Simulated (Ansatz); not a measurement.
# KF: the cost of one run

Program: Ansatz 0.2.0. Level of theory: DFT PBE, scalar-relativistic, plane waves, PAW, unless a step names another level. These are calculated values, not measurements.

3 further runs of the same task are left out: 3 set aside as unsound or not needed.

**1. Starting point**

It takes space group Fm-3m (No. 225, cubic). The conventional cell has a = 5.420 Å, b = 5.420 Å, c = 5.420 Å, α = 90.00°, β = 90.00°, γ = 90.00°. K (site symmetry m-3m) has 6 F at 2.71 Å as nearest neighbours. F (site symmetry m-3m) is surrounded by 6 K at 2.71 Å.

Coordinates:

```cif
data_structure
_symmetry_space_group_name_H-M 'P 1'
_symmetry_Int_Tables_number 1
_cell_length_a 3.8326
_cell_length_b 3.8326
_cell_length_c 3.8326
_cell_angle_alpha 60.000
_cell_angle_beta 60.000
_cell_angle_gamma 60.000
_cell_volume 39.81
loop_
_atom_site_label
_atom_site_type_symbol
_atom_site_fract_x
_atom_site_fract_y
_atom_site_fract_z
_atom_site_occupancy
K1 K 0.00000 0.00000 0.00000 1
F1 F 0.50000 0.50000 0.50000 1
```

It came out lowest among 18 distinct ends of the trial cells. At a tolerance of 0.02 Å it has space group Fm-3m (No. 225).

**2. Relaxing to 0.001 eV/Å, on the response runs' mesh and smearing**

File input.yaml:

```yaml
crystal:
  lattice:
    - [0.0, 2.7100386135, 2.7100386135]
    - [2.7100386135, 0.0, 2.7100386135]
    - [2.7100386135, 2.7100386135, 0.0]
  atoms:
    - { symbol: K, position: [0.0, 0.0, 0.0] }
    - { symbol: F, position: [0.5, 0.5, 0.5] }
basis:
  ecutwfc: 420
kpoints:
  mp_grid: { grid: [8, 8, 8] }
hamiltonian:
  xc: pbe
scf:
  occupations: { method: fixed }
output:
  forces: true
  stress: true
  eigenvalues: true
  write_density: true
  write_potential: true
  elf: true
  volumetric_format: npy
relax:
  adjacent_minimum: "off"
  f_tol: 0.001
  max_steps: 60
  cell: { stress_tol: 0.01 }
```

Launch:

```
$ ansatz run input.yaml --threads 3 --pin off --max-ram 7680MiB --backend cpu --events-out ev --progress --plain --runs-dir out
```

What time and memory should one allow on 3 threads of Arm Neoverse V2, shared host?

About 1.2 s, with a peak of 0.28 GiB.
